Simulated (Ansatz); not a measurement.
# AlRu: the order of phases at one pressure

Which of rocksalt, CsCl, WC, NiAs, zincblende has the lowest enthalpy for AlRu at one common pressure? Methods of the runs shown: LAPW. Companion runs by PAW are cited.

Program: Ansatz 0.2.0. Level of theory: DFT, PBE, all-electron LAPW, scalar-relativistic. These are calculated values, not measurements.

## 1. The starting structure

It takes space group Fm-3m (No. 225, cubic). The conventional cell has a = 4.739 Å, b = 4.739 Å, c = 4.739 Å, α = 90.00°, β = 90.00°, γ = 90.00°. Ru (site symmetry m-3m) has 6 Al at 2.37 Å as nearest neighbours. Around Al (site symmetry m-3m) lie 6 Ru at 2.37 Å.

As a file:

```cif
data_structure
_symmetry_space_group_name_H-M 'P 1'
_symmetry_Int_Tables_number 1
_cell_length_a 3.3507
_cell_length_b 3.3507
_cell_length_c 3.3507
_cell_angle_alpha 60.000
_cell_angle_beta 60.000
_cell_angle_gamma 60.000
_cell_volume 26.60
loop_
_atom_site_label
_atom_site_type_symbol
_atom_site_fract_x
_atom_site_fract_y
_atom_site_fract_z
_atom_site_occupancy
Ru1 Ru 0.00000 0.00000 0.00000 1
Al1 Al 0.50000 0.50000 0.50000 1
```

Atoms are numbered in the order of the input: Ru1, Al2.

## 2. Rocksalt relaxed under pressure, LAPW

Input file input.yaml:

```yaml
crystal:
  lattice:
    - [0.0, 2.3693288092, 2.3693288092]
    - [2.3693288092, 0.0, 2.3693288092]
    - [2.3693288092, 2.3693288092, 0.0]
  atoms:
    - { symbol: Ru, position: [0.0, 0.0, 0.0] }
    - { symbol: Al, position: [0.5, 0.5, 0.5] }
kpoints:
  mp_grid: { grid: [14, 14, 14] }
scf:
  occupations: { method: fermi_dirac, width: 0.1 }
hamiltonian:
  xc: pbe
  pseudopotentials: { kind: all_electron, lapw: { basis_error: 0.0005 } }
output:
  forces: true
  stress: true
  eigenvalues: true
relax:
  f_tol: 0.005
  max_steps: 12
  cell: { p_target: 30.0, stress_tol: 0.03 }
```

Launch:

```console
ansatz run input.yaml --threads 1 --pin off --max-ram 3584MiB --backend cpu --events-out ev --progress --plain --runs-dir out
```

Further steps of the session: CsCl relaxed under pressure, LAPW; WC relaxed under pressure, LAPW; NiAs at the cell that PAW relaxed, LAPW; Zincblende relaxed under pressure, LAPW.

Before running it: what results should come out? Wanted: pressure; lowest (for each run or level that gives them).

The runs gave:

| quantity | value |
| --- | --- |
| pressure | 30 GPa |
| lowest (LAPW) | CsCl, 264.3 meV/atom under WC |
| lowest (PAW) | CsCl, 264.6 meV/atom under WC |

In words: By LAPW the order is CsCl < WC < NiAs < rocksalt < zincblende. By PAW the order is CsCl < WC < NiAs < rocksalt < zincblende. The methods agree on the lowest phase. Only these structures were tried, with electrons smeared by 0.1 eV and without vibrations, so the true ground state may be another. The k meshes differ between phases and weren't tested, which can move differences by some meV.
